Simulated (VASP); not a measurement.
A run of VASP 6.6.1:

Contents of INCAR:

```
SYSTEM = Ti3Si2
  PREC = Accurate
  ENCUT = 520
  EDIFF = 1E-6
  ISMEAR = 0
  SIGMA = 0.1
  LREAL = .False.
  LASPH = .True.
  NELM = 100
  ALGO = Fast
  ISIF = 2
  LWAVE = .False.
  LCHARG = .True.
  GGA = PE
  LELF = .True.
  LVHAR = .True.
  NBANDS = 30
```

The input KPOINTS:

```
Automatic mesh
0
Gamma
  8 8 8
  0 0 0
```

The input POSCAR:

```
Ti3Si2
1.0
    4.5492174950      0.0000000000      0.0000000000
    0.0000000000      4.5492174950      0.0000000000
    0.0000000000      0.0000000000      4.5492174950
Ti Si
3 2
Direct
    0.5000000000      0.0000000000      0.0000000000
    0.0000000000      0.5000000000      0.0000000000
    0.0000000000      0.0000000000      0.5000000000
    0.0000000000      0.0000000000      0.0000000000
    0.5000000000      0.5000000000      0.5000000000
```

Potentials or basis: VASP PAW PBE potentials, release 64 (Ti_sv, Si).

Run with:

```sh
$ cat potpaw_PBE.64/Ti_sv/POTCAR potpaw_PBE.64/Si/POTCAR > POTCAR
$ mpirun -np 1 vasp_std > vasp.out
```

Hardware: 1 thread of Intel(R) Xeon(R) Platinum 8488C (Sapphire Rapids), on a shared host.

Q: Estimate the wall time of this run.

A: Run time: 3 min on 1 thread of Intel(R) Xeon(R) Platinum 8488C (Sapphire Rapids) (shared host), peak memory 0.24 GiB. Counts: scf iterations 47, k points 35.
